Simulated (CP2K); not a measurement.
Crystal: BN.

```xyz
2
Lattice="2.5640 0.0000 0.0000 1.2820 2.2205 0.0000 1.2820 0.7402 2.0935" Properties=species:S:1:pos:R:3 pbc="T T T"
N     1.2820    0.7402    0.5234
B     0.0000    0.0000    0.0000
```

The cell is a database's computed one.

Base run:

```yaml
Program: CP2K 2026.2
Functional: PBE
Potentials_or_basis: all electrons (GAPW); pob-TZVP-rev2 basis
Density_cutoff: 6803 eV
k_mesh: 13 × 13 × 13
Occupations: fermi-dirac, width 0.05 eV
Spin: no spin polarisation
```

Its results: band gap on the k mesh 4.66 eV, indirect (least direct gap 8.87 eV); pressure 1.0 GPa.

**Question.** The run is repeated on the same cell with these changes: potentials or basis from all electrons (GAPW); pob-TZVP-rev2 basis to all electrons (GAPW); pob-DZVP-rev2 basis; basis sets from N pob-TZVP-rev2, B pob-TZVP-rev2 to N pob-DZVP-rev2, B pob-DZVP-rev2. What comes out?

**Answer.** Band gap on the k mesh 4.83 eV, indirect (least direct gap 8.84 eV); pressure -2.3 GPa.

Caveats: an odd mesh through Γ misses points on the zone boundary, where band edges often lie; the basis of atomic orbitals isn't converged, which shifts pressures, moduli and gaps.
